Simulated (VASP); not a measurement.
## AlAu under changes of volume

One of the cells (16.045 Å³/atom); the others are scaled copies at fixed shape and fractional positions:

```
Au Al
1.0
     3.17774    0.00000    0.00000
     0.00000    3.17774    0.00000
     0.00000    0.00000    3.17774
Au Al
1 1
Direct
  0.50000 0.50000 0.50000
  0.00000 0.00000 0.00000
```

The cell comes from a database or a generator and needn't be the stable form of this composition.

| Quantity | Value |
| --- | --- |
| Program | VASP 6.6.1 |
| Functional | r2SCAN |
| Potentials or basis | VASP PAW PBE potentials, release 64 (Au, Al) |
| Cutoff | 520 eV |
| k mesh | 8 × 8 × 8 |
| Occupations | fermi-dirac, width 0.05 eV |
| Spin | no spin polarisation |

```csv
volume (Å³/atom),energy over the lowest point (meV/atom),pressure (GPa)
15.403,11.53,6.1
15.724,?,?
16.045,0.00,-0.1
16.365,2.58,-2.6
16.686,9.87,-4.8
```

What does the run at 15.724 Å³/atom give?

Energy over the lowest point 2.75 meV/atom; pressure 2.8 GPa.

Worked out: A Birch-Murnaghan fit of order 2 (a polynomial in V^(-2/3)) to the other rows has its minimum at 16.05 Å³/atom with B0 = V·E''(V) = 133 GPa. It gives 2.83 meV/atom at 15.724 Å³/atom, against the run's 2.75, and -dE/dV = 2.8 GPa, against 2.8.

Energies are extrapolated to zero smearing.

Caveats: the PAW data sets were made with another functional, which shifts forces and pressure a little.
